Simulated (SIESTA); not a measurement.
Crystal: Au.

```
Au
1.0
     0.00000    2.03500    2.03500
     2.03500    0.00000    2.03500
     2.03500    2.03500    0.00000
Au
1
Direct
  0.00000 0.00000 0.00000
```

| Quantity | Value |
| --- | --- |
| Program | SIESTA 5.4.2 |
| Task | single point |
| Functional | PBEsol |
| Potentials or basis | PseudoDojo 0.4 standard (PBEsol files) |
| Basis | DZP (energy shift 0.003 Ry; two zetas on semicore shells) |
| Grid cutoff | 800 Ry |
| Energy shift | 0.003 Ry |
| k mesh | 11 × 11 × 11 |
| Occupations | fermi-dirac, width 0.05 eV |
| Spin | no spin polarisation |

On this cell: pressure 3.2 GPa; band gap on the k mesh none (metal or under the smearing width).

The same run follows on a disturbed copy (cell strained at random at fixed volume):

```
Au
1.0
     0.05952    2.03278    2.02390
     2.06284    0.03015    2.05328
     2.07413    2.07344    0.01886
Au
1
Direct
  0.99810 0.99583 0.01853
```

What changes?

The energy (extrapolated to zero smearing) moves by +7.3 meV/atom; pressure 3.4 GPa; band gap on the k mesh none (metal or under the smearing width).

Stress tensor (GPa, compression positive):
```
 3.53 -2.39 -1.75
-2.39  3.38  0.31
-1.75  0.31  3.31
```

Caveats: short orbitals over semicore shells can move pressures by several GPa; the basis of atomic orbitals isn't converged, which shifts pressures, moduli and gaps.
